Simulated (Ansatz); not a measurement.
# InP: stiffness from strained cells, part 3 of 3

How stiff is the crystal, and how unevenly? Runs: cell and atoms relaxed (PAW); reference run (PAW and LAPW).

Ansatz 0.2.0; DFT LDA.

**4. Reference run, LAPW**

The COD entry's cell or inner coordinates are ideal or old and differ from later refinements, so a difference from it is no clean test against experiment.

input.yaml

```yaml
crystal:
  lattice:
    - [0.0, 2.91367099241, 2.91367099241]
    - [2.91367099241, 0.0, 2.91367099241]
    - [2.91367099241, 2.91367099241, 0.0]
  atoms:
    - { symbol: In, position: [0.0, 0.0, 0.0] }
    - { symbol: P, position: [0.75, 0.75, 0.75] }
kpoints:
  mp_grid: { grid: [6, 6, 6] }
scf:
  occupations: { method: fixed }
hamiltonian:
  xc: lda
  pseudopotentials: { kind: all_electron, lapw: { basis_error: 0.0005 } }
elastic:
  mode: relaxed_ion
  stencil: four_point
  amplitude: 0.008
```

The run is started by

```bash
$ ansatz run input.yaml --threads 1 --pin off --max-ram 2560MiB --backend cpu --events-out ev --progress --plain --runs-dir out
```

Log:

```text
LAPW: plane waves up to 8.771 Å⁻¹, error target 5.0e-4 eV per atom; small_component_spin mean_spin; P in spheres of 1.078 Å, 13 of its electrons in bands, Dirac shells []; In in spheres of 1.369 Å, 21 of its electrons in bands, Dirac shells [] (how accurate: hamiltonian.pseudopotentials.lapw.basis_error, Limitations)
Engine: ansatz 0.2.0
Pseudopotentials: kind: all_electron
Pseudopotential: In, LAPW, valence charge 21, lapw/all_electron/scalar/gaussian/In, Koelling and Harmon's equation, gaussian nucleus
Pseudopotential: P, LAPW, valence charge 13, lapw/all_electron/scalar/gaussian/P, Koelling and Harmon's equation, gaussian nucleus
Functional definition: SPW92
  exchange = slater_x
  correlation = pw_c
davidson cushion auto → on  (no smearing: the cushion is to keep the highest requested band from converging to the state above it; pin scf.eigensolver.cushion to override)
Crystal: 2 atoms, lattice volume = 49.471 Å³
Basis set: ecut = 293.11429324646343 eV, 537 PW (Γ), exchange–correlation at level 2
Bands: 21, of which v1, the nominal top of the filled ones, is band 17 counted from 1 (16 counted from 0)
Symmetry: 24 space group operations
Space group: F-43m (ITA 216), of the structure as read, at distance tolerance 3.7e-5 Å
k-points: 16 of 216 (time reversal used)
Non-local potential: In, projectors of the file, none
Non-local potential: P, projectors of the file, none
Initial density: superposition of atomic densities (chi_scale 0.1, normalization cell, long waves kept (reshape's long-wave potential 0.00 eV rms))
Initial wavefunctions: plane waves of lowest kinetic energy (no species holds an atomic orbital)
Functional: x = slater, c = lda
iter 1 solved again at ethr=3.45e-3 eV; its pass at ethr=1.00e-1 eV (dr2=1.17e0 eV) is discarded
SCF iter   1: F=—  HF=-169185.643464 eV  |F-HF|=—  |Δ(HF+E_count)|=         —  Δρ=3.64e-2  dr2=1.17e0  ethr=3.45e-3  ⟨swp⟩=2.0  Hψ=2270  notcnv=0
preconditioner: auto → none  [insulator: Δε(μ)=1.027 eV  Ē_g=14.259 eV  n_scr=14 (ndim 8)  ℏωp=22.4 eV  f_vac=0.032  ε∞_Penn≈3.5]
iter 2 solved again at ethr=2.07e-4 eV; its pass at ethr=3.45e-3 eV (dr2=7.05e-2 eV) is discarded
SCF iter   2: F=—  HF=-169185.247179 eV  |F-HF|=—  |Δ(HF+E_count)|=   3.96e-1  Δρ=1.27e-2  dr2=7.06e-2  ethr=2.07e-4  ⟨swp⟩=2.0  Hψ=1832  notcnv=0
SCF iter   3: F=—  HF=-169185.209902 eV  |F-HF|=—  |Δ(HF+E_count)|=   3.73e-2  Δρ=6.01e-3  dr2=1.39e-2  ethr=2.07e-4  ⟨swp⟩=2.8  Hψ=1003  notcnv=0
SCF iter   4: F=—  HF=-169185.205843 eV  |F-HF|=—  |Δ(HF+E_count)|=         —  Δρ=1.21e-3  dr2=7.09e-4  ethr=4.10e-5  ⟨swp⟩=2.0  Hψ=986  notcnv=0
the basis was enlarged: its passes take 159.6 KiB over the memory plan, 1 of 1 planned eigensolver slots
SCF iter   5: F=—  HF=-169185.205278 eV  |F-HF|=—  |Δ(HF+E_count)|=   5.65e-4  Δρ=1.49e-4  dr2=6.67e-6  ethr=2.08e-6  ⟨swp⟩=2.9  Hψ=1028  notcnv=0
SCF iter   6: F=—  HF=-169185.205278 eV  |F-HF|=—  |Δ(HF+E_count)|=   5.90e-7  Δρ=2.34e-5  dr2=1.73e-7  ethr=1.96e-8  ⟨swp⟩=3.0  Hψ=1032  notcnv=0
SCF iter   7: F=—  HF=-169185.205278 eV  |F-HF|=—  |Δ(HF+E_count)|=   9.82e-8  Δρ=1.83e-6  dr2=1.01e-9  ethr=5.08e-10  ⟨swp⟩=3.0  Hψ=1049  notcnv=0
SCF iter   8: F=—  HF=-169185.205278 eV  |F-HF|=—  |Δ(HF+E_count)|=  8.73e-10  Δρ=2.35e-7  dr2=2.44e-11  ethr=2.98e-12  ⟨swp⟩=3.1  Hψ=1085  notcnv=0
SCF iter   9: F=—  HF=-169185.205278 eV  |F-HF|=—  |Δ(HF+E_count)|=  2.62e-10  Δρ=1.73e-8  dr2=1.84e-13  ethr=2.17e-12 (applied; sched 1.00e-12)  ⟨swp⟩=2.0  Hψ=986  notcnv=0
SCF iter  10: F=-169185.205278 eV  HF=-169185.205278 eV  |F-HF|=5.82e-11  |Δ(HF+E_count)|=  1.46e-10  Δρ=1.38e-9  dr2=1.22e-15  ethr=2.17e-12 (applied; sched 1.00e-12)  ⟨swp⟩=2.0  Hψ=986  notcnv=0
SCF 1 converged in 10 iterations: F = -169185.205278 eV  dr2 = 1.22e-15
[... 2 lines left out ...]
Symmetry: 8 space group operations
k-points: 30 of 216 (time reversal used)
[... 13 lines left out ...]
SCF 2 converged in 8 iterations: F = -169185.201372 eV  dr2 = 4.82e-15
[... 13 lines left out ...]
SCF 3 converged in 8 iterations: F = -169185.204339 eV  dr2 = 2.65e-15
[... 13 lines left out ...]
SCF 4 converged in 8 iterations: F = -169185.204222 eV  dr2 = 5.46e-15
[... 13 lines left out ...]
SCF 5 converged in 8 iterations: F = -169185.201206 eV  dr2 = 1.20e-14
[... 2 lines left out ...]
Symmetry: 4 space group operations
k-points: 46 of 216 (time reversal used)
[... 10 lines left out ...]
[... 73 lines left out ...]
[... 5 lines left out ...]
SCF 13 converged in 9 iterations: F = -169185.204562 eV  dr2 = 4.20e-15
relax step   1: F+E_penalty+E_count = -169185.20456237 eV  Δ(F+E_penalty+E_count) = +0.000e0 eV  max|allowed force component| = 6.636e-2 eV/Å  Δτ_max = 0.0000 Å  (9 SCF iters, accepted)
[... from here on, the SCF cycles and remarks between the steps are left out, and one step in 2 is shown ...]
relax step   2: F+E_penalty+E_count = -169185.20482835 eV  Δ(F+E_penalty+E_count) = -2.660e-4 eV  max|allowed force component| = 2.110e-8 eV/Å  Δτ_max = 0.0040 Å  (8 SCF iters, accepted)
relax step   2: F+E_penalty+E_count = -169185.20348030 eV  Δ(F+E_penalty+E_count) = -1.064e-3 eV  max|allowed force component| = 7.935e-5 eV/Å  Δτ_max = 0.0080 Å  (8 SCF iters, accepted)
relax step   3: F+E_penalty+E_count = -169185.20348030 eV  Δ(F+E_penalty+E_count) = -1.164e-10 eV  max|allowed force component| = 4.829e-8 eV/Å  Δτ_max = 0.0000 Å  (4 SCF iters, accepted)
[... 3 lines left out ...]
SCF 19 converged in 2 iterations: F = -169185.203480 eV  dr2 = 7.53e-16
SCF converged after 10 iterations
Free energy (F): -169185.205278 eV
Harris-Foulkes:  -169185.205278 eV  (|F-HF|=5.82e-11)
Internal energy: -169185.205278 eV  (E = F + TS)
E sigma→0 (E₀):  -169185.205278 eV
Fermi energy:    9.116140 eV
--- Per-component energies (eV) ---
  E_band       = -1580.155420
  E_kinetic    = 177098.871693
  E_xc         = -4811.979679
  E_electrostatic = -341472.097291  (all electrons and nuclei)
  E_smearing   = -0.000000  (= −TS)
  E_closure    = 0.000000  (closes the sum)
  E_atoms      = -169175.566580  (free atoms, spherical and without spin; not in F)
  Σ components = -169185.205278   (vs F -169185.205278, Δ=0.00e0)
  Basis errors (estimates in eV, not in F): energy 2.1e-4 per atom: plane waves 1.9e-4 (1.1e-4 summed), levels above the bands 0.0e0, relativity 4.4e-9, radial functions 1.9e-5, core shells 2.6e-7; eigenvalues (radial functions only) 2.1e-7; not estimated: angular momenta, meshes, grids; target (lapw.basis_error) 5.0e-4; muffin-tin radii P 1.078 Å, In 1.369 Å
--- Forces (eV/Å), atoms counted from 1 ---
  atom   1  In     0.00000000    -0.00000000    -0.00000000
  atom   2  P     -0.00000000     0.00000000    -0.00000000
  max |Σ_I F_I| component: 1.16e-17 eV/Å
--- Stress (GPa, compression-positive) ---
       -0.025790       0.000000       0.000000
        0.000000      -0.025790       0.000000
        0.000000       0.000000      -0.025790
  P = ⅓ Tr σ = -0.0258 GPa (-0.258 kbar)
--- Band table (eV; the first three rows and the last of 16) ---
  k-point 0: bands = ["-157.6257", "-108.9693", "-108.9693", "-108.9693", "-105.5559", "-64.1565", "-64.1565", "-64.1565", "-5.1016", "-5.1016", "-5.1016", "-4.9371", "-4.9371", "-2.5642", "9.1161", "9.1161", "9.1161", "9.6865", "13.0682", "13.0682", "13.0682"]
  k-point 1: bands = ["-157.6257", "-108.9693", "-108.9693", "-108.9693", "-105.5559", "-64.1566", "-64.1565", "-64.1565", "-5.1364", "-5.0881", "-5.0881", "-4.9368", "-4.9368", "-2.2390", "6.8465", "8.7941", "8.7941", "10.7943", "13.4859", "13.5230", "13.5230"]
  k-point 2: bands = ["-157.6257", "-108.9693", "-108.9693", "-108.9693", "-105.5559", "-64.1567", "-64.1566", "-64.1566", "-5.2004", "-5.0669", "-5.0669", "-4.9299", "-4.9299", "-1.3941", "4.3986", "8.3011", "8.3011", "10.6188", "13.8726", "13.8726", "15.2632"]
  k-point 15: bands = ["-157.6257", "-108.9693", "-108.9693", "-108.9693", "-105.5559", "-64.1567", "-64.1567", "-64.1566", "-5.2735", "-5.0242", "-4.9979", "-4.9689", "-4.9138", "0.0073", "3.2704", "6.1880", "6.1974", "12.2521", "12.6389", "15.8105", "16.0717"]
--- Elastic constants: 2 strain directions × 4 members + reference (group order 24) ---
  dense FFT box of the reference and of every strained cell: 24×24×24
  strains applied: 11, 23; error gains: componentwise 1.00 (the most a stress slope's error grows in a printed constant), spectral 1.73 (1 for all six strains in a standard setting)
  C = ∂σ_k/∂η_j (tension-positive GPa; Voigt order 11 22 33 23 13 12):
       100.937     56.530     56.530     -0.000     -0.000     -0.000
        56.530    100.937     56.530      0.000      0.000      0.000
        56.530     56.530    100.937      0.000      0.000      0.000
         0.000     -0.000     -0.000     45.485      0.000      0.000
         0.000      0.000      0.000     -0.000     45.485      0.000
         0.000     -0.000      0.000      0.000      0.000     45.485
  reference stress σ⁰ (GPa):      0.026      0.026      0.026     -0.000     -0.000     -0.000
  no Pulay correction (none for the plane-wave cutoff is built on LAPW): the batch's stresses and constants are at fixed plane waves
  C* (energy form; C + prestress term) asymmetry max|C*_kj − C*_jk| = 7.105e-15 GPa — a small one proves nothing (zero by symmetry where the batch's group is 432, −43m or m−3m); a large one is finite-difference/SCF noise where every solve meets its electron count
  moduli (Voigt/Reuss/Hill, GPa): K = 71.33/71.33/71.33   G = 36.17/32.04/34.11   E = 88.26   ν = 0.294
  mechanically stable: yes (min eigenvalue of sym C = 44.41 GPa)
  where every solve meets its electron count the energy-path curvature estimates C_jj along a normal strain and C_jj − ¼(σ⁰_aa + σ⁰_bb) along a shear (ab), closely only under elastic.basis: deformed
  strain η (Voigt 11):  stress-route row diagonal C_11 = 100.94 GPa, energy-path curvature d²(F+E_count)/dδ²/Ω₀ = 100.94 GPa
    cells at ±δ against ±2δ: C31 56.55 and 56.62 GPa, apart by 0.06 % of the column's largest entry
         δ    σ_11 (GPa)             F (eV)   n_scf  n_hpsi   n_pw
    -1.600e-2      -1.6157     -169185.2013720       8   20317    588   relax 0 steps, max|allowed force component| 2.78e-17 eV/Å
    -8.000e-3      -0.7884     -169185.2043385       8   20514    588   relax 0 steps, max|allowed force component| 2.78e-17 eV/Å
     8.000e-3       0.8265     -169185.2042222       8   20481    588   relax 0 steps, max|allowed force component| 2.78e-17 eV/Å
     1.600e-2       1.6135     -169185.2012058       8   20333    588   relax 0 steps, max|allowed force component| 2.78e-17 eV/Å
  strain η (Voigt 23):  stress-route row diagonal C_44 = 45.49 GPa, energy-path curvature d²(F+E_count)/dδ²/Ω₀ = 45.47 GPa
    cells at ±δ against ±2δ: C44 45.49 and 45.49 GPa, apart by 0.01 % of the column's largest entry
         δ    σ_23 (GPa)             F (eV)   n_scf  n_hpsi   n_pw
    -1.600e-2      -0.7279     -169185.2034803       2    7152    588   relax 3 steps, max|allowed force component| 1.60e-6 eV/Å
    -8.000e-3      -0.3639     -169185.2048284       2    7151    588   relax 2 steps, max|allowed force component| 7.69e-6 eV/Å
     8.000e-3       0.3639     -169185.2048284       2    7149    588   relax 2 steps, max|allowed force component| 2.11e-8 eV/Å
     1.600e-2       0.7279     -169185.2034803       2    7152    588   relax 3 steps, max|allowed force component| 4.83e-8 eV/Å
```

It took 4.3 min on 1 thread of Arm Neoverse V1, shared host; peak memory 0.35 GiB.

C in GPa (Voigt order xx, yy, zz, yz, xz, xy):

```
100.9  56.5  56.5   0.0   0.0   0.0
 56.5 100.9  56.5   0.0   0.0   0.0
 56.5  56.5 100.9   0.0   0.0   0.0
  0.0   0.0   0.0  45.5   0.0   0.0
  0.0   0.0   0.0   0.0  45.5   0.0
  0.0   0.0   0.0   0.0   0.0  45.5
```

**5. All runs together**

| run | C11 | C12 | C44 | K | G | E | Poisson ratio |
| --- | --- | --- | --- | --- | --- | --- | --- |
| ions relaxed, PAW | 101.0 | 56.6 | 45.5 | 71.4 | 34.1 | 88.2 | 0.294 |
| ions relaxed, LAPW | 100.9 | 56.5 | 45.5 | 71.3 | 34.1 | 88.3 | 0.294 |

Constants and moduli in GPa; K, G and E are Hill averages.

**6. Summary of results**

What follows sums up all 3 parts.

| quantity | value |
| --- | --- |
| C11 (PAW) | 101 GPa |
| C12 (PAW) | 57 GPa |
| C44 (PAW) | 45 GPa |
| bulk, shear and Young's modulus | 71, 34, 88 GPa |
| Debye temperature from sound speeds | 298 K |
| universal anisotropy index | 0.65 |

In words: All eigenvalues are positive, so the crystal is mechanically stable; by PAW K = 71 and G = 34 GPa, K/G = 2.09, on the ductile side of Pugh's rough line at 1.75, which was drawn for metals. Young's modulus runs from 60 to 113 GPa with direction. Against the measured bulk modulus of InP, 71 GPa (a printed reference work, data compilation), the calculated 71 GPa is off by +0.6 %. The calculation is for a static lattice at 0 K; heat and zero-point motion mostly soften a crystal. Cautions: frozen-core PAW files fitted under PBE, their cores solved anew for the functional of the run; constants at zero field, no piezoelectric stiffening.
